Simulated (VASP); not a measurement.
TaS2:

```
Ta S
1.0
     3.35000    0.00000    0.00000
    -1.67500    2.90119    0.00000
     0.00000    0.00000    5.86000
Ta S
1 2
Direct
  0.00000 0.00000 0.00000
  0.66667 0.33333 0.75000
  0.33333 0.66667 0.25000
```

| Item | Value |
| --- | --- |
| Program | VASP 6.6.1 |
| Task | relaxation of cell and atoms |
| Functional | vdW-DF2 |
| Potentials or basis | VASP PAW PBE potentials, release 64 (Ta_pv, S) |
| Cutoff | 600 eV |
| k mesh | 9 × 9 × 5 |
| Occupations | fermi-dirac, width 0.05 eV |
| Spin | no spin polarisation |

At the start: pressure 18.1 GPa; volume 18.98 Å³/atom.

Question: How do energy, volume and symmetry change on relaxing?

Answer: Over 14 steps the energy falls by 130.3 meV/atom and the volume is 21.72 Å³/atom (+14.4 %); space group P-3m1 (No. 164, to 0.05 Å).

Step by step:
| step | energy change (eV) | largest force (eV/Å) | pressure (GPa) | volume (Å³) |
| --- | --- | --- | --- | --- |
| 1 | 0.0000 | 1.9266 | 18.06 | 56.95 |
| 2 | 0.5883 | 2.5760 | -15.55 | 76.47 |
| 3 | -0.3756 | 0.3715 | -0.55 | 63.50 |
| 4 | -0.3772 | 0.2725 | 0.20 | 63.13 |
| 5 | -0.3772 | 0.2381 | 0.48 | 63.00 |
| 6 | -0.3847 | 0.1357 | 0.31 | 63.48 |
| 7 | -0.3867 | 0.0580 | 0.18 | 63.88 |
| 8 | -0.3867 | 0.0529 | 0.18 | 63.90 |
| 9 | -0.3878 | 0.0772 | -0.07 | 64.19 |
| 10 | -0.3888 | 0.1277 | -0.65 | 64.86 |
| 11 | -0.3891 | 0.1191 | -0.58 | 64.89 |
| 12 | -0.3900 | 0.0847 | -0.42 | 64.96 |
| 13 | -0.3909 | 0.0203 | -0.08 | 65.11 |
| 14 | -0.3909 | 0.0030 | 0.02 | 65.15 |

Final structure:
```
Ta S
1.0
     3.49679    0.00000    0.00000
    -1.74840    3.02831    0.00000
     0.00000    0.00000    6.15215
Ta S
1 2
Direct
  0.00000 0.00000 0.00000
  0.66667 0.33333 0.75191
  0.33333 0.66667 0.24809
```

Caveat: the PAW data sets were made with another functional, which shifts forces and pressure a little; the volume moved by +14 % from the deposited cell, more than functionals usually miss.
